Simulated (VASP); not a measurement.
# Ru: single point with rev-vdW-DF2

Ru, a slab with vacuum:

```xyz
16
Lattice="5.4000 0.0000 0.0000 2.7000 4.6765 0.0000 0.0000 0.0000 22.9152" Properties=species:S:1:pos:R:3 pbc="T T T"
Ru    5.3997    1.5587    2.5000
Ru    2.6997    1.5587    2.5000
Ru    6.7497    3.8970    2.5000
Ru    4.0497    3.8970    2.5000
Ru    0.0000    0.0000    4.6380
Ru    2.7000    0.0000    4.6380
Ru    1.3500    2.3383    4.6380
Ru    4.0500    2.3383    4.6380
Ru    5.4003    1.5587    6.7646
Ru    2.6997    1.5587    6.7623
Ru    6.7497    3.8970    6.7646
Ru    4.0500    3.8974    6.7646
Ru    0.0003    0.0005    8.8407
Ru    2.6995    0.0000    8.8407
Ru    6.7492    2.3378    8.8407
Ru    4.0505    2.3383    8.8407
```

The cell was built by a generator and needn't be a form met in nature.

```
Program             : VASP 6.6.1
Task                : single point
Functional          : rev-vdW-DF2
Potentials or basis : VASP PAW PBE potentials, release 64 (Ru_pv)
Cutoff              : 400 eV
k mesh              : 6 × 6 × 1
Occupations         : methfessel-paxton, width 0.1 eV
Spin                : no spin polarisation
```

| Quantity | Value |
| --- | --- |
| Largest force | 0.635 eV/Å |
| Band gap on the k mesh | none (metal or under the smearing width) |

Forces on the atoms (eV/Å):
```
Ru   0.000  0.000  0.560
Ru   0.001  0.001  0.559
Ru   0.002  0.001  0.560
Ru   0.000  0.000  0.560
Ru  -0.002 -0.001 -0.632
Ru  -0.001 -0.005 -0.634
Ru  -0.005  0.002 -0.635
Ru   0.003  0.002 -0.632
Ru  -0.007  0.003  0.050
Ru   0.005  0.004  0.083
Ru   0.003  0.002  0.051
Ru  -0.001 -0.007  0.051
Ru  -0.004 -0.004  0.018
Ru   0.004  0.001  0.016
Ru   0.006  0.003  0.015
Ru  -0.006 -0.001  0.011
```

Levels at points of the mesh, in eV from the Fermi level:
| k point | band 110 | band 111 | band 112 | band 113 | band 114 | band 115 | band 116 | band 117 |
| --- | --- | --- | --- | --- | --- | --- | --- | --- |
| (0.00, 0.00, 0.00) | 0.21 | 0.99 | 0.99 | 1.08 | 1.08 | 1.08 | 1.19 | 1.19 |
| (0.50, 0.00, 0.00) | -0.61 | -0.56 | -0.56 | -0.07 | -0.07 | 0.00 | 0.00 | 0.05 |
| (0.50, 0.50, 0.00) | -0.61 | -0.56 | -0.56 | -0.07 | -0.07 | 0.00 | 0.00 | 0.05 |
| (0.00, 0.50, 0.00) | -0.61 | -0.56 | -0.56 | -0.07 | -0.07 | 0.00 | 0.00 | 0.05 |

It took 21 min on 4 MPI ranks on Intel(R) Xeon(R) 6975P-C (Granite Rapids) (shared host), peak memory 1.7 GiB a rank.

Caveat: the PAW data sets were made with another functional, which shifts forces and pressure a little.
